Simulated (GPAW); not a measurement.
Runs of GPAW 26.7.0 on C. It takes space group C2/m (No. 12, monoclinic). The conventional cell has a = 4.255 Å, b = 2.457 Å, c = 3.765 Å, α = 90.00°, β = 111.49°, γ = 90.00°. C (site symmetry m) has 3 C at 1.42 Å as nearest neighbours. This is a stacking variant of graphite.

```tsv
task	level	potentials or basis	k mesh	cutoff (eV)	smearing	maxiter	convergence	band path	band points	exx fraction	mesh quality	gap on the mesh (eV)	pressure (GPa)
single point	LDA	the program's PAW data sets (release 1.2.1) made for this functional, pw	10 × 10 × 6	650	fermi-dirac 0.05 eV	120	default	-	-	-	not flagged	1.35	(a)
band structure	LDA	the program's PAW data sets (release 1.2.1) made for this functional, pw	10 × 10 × 6	800	fermi-dirac 0.05 eV	150	-	GYFLI,I1ZF1,YX1,XGN,MG	80	-	not flagged	-	-4.3
band structure	r2SCAN	GPAW PAW data sets (gpaw-data 1.2.1), pw	10 × 10 × 6	800	fermi-dirac 0.05 eV	150	-	GYFLI,I1ZF1,YX1,XGN,MG	80	-	not flagged	-	(b)
single point	LDA	the program's PAW data sets (release 1.2.1) made for this functional, pw	10 × 10 × 6	600	fermi-dirac 0.05 eV	120	default	-	-	-	not flagged	1.35	-3.7
hybrid scf	r2SCAN50	GPAW PAW data sets (gpaw-data 1.2.1), pw	5 × 5 × 3	550	fermi-dirac 0.001 eV	40	-	-	-	0.5	coarse	5.10	-
```

Alike in all rows: no spin polarisation; cell as given.

**Question.** Fill in the values left out.

**Answer.** (a) -3.9; (b) -0.5.

Caveats: some runs use coarse meshes; the cutoff is short for stress and forces, so pressures can be off by a GPa or more (some runs); the PAW data sets were made with another functional, which shifts forces and pressure a little (some runs); exact exchange converges slowly with the k mesh, and this mesh is small (some runs); the scaled meta-GGA exchange is a class typed in the script (some runs); an odd mesh through Γ misses points on the zone boundary, where band edges often lie (some runs).

Not every run made on this cell is shown here.
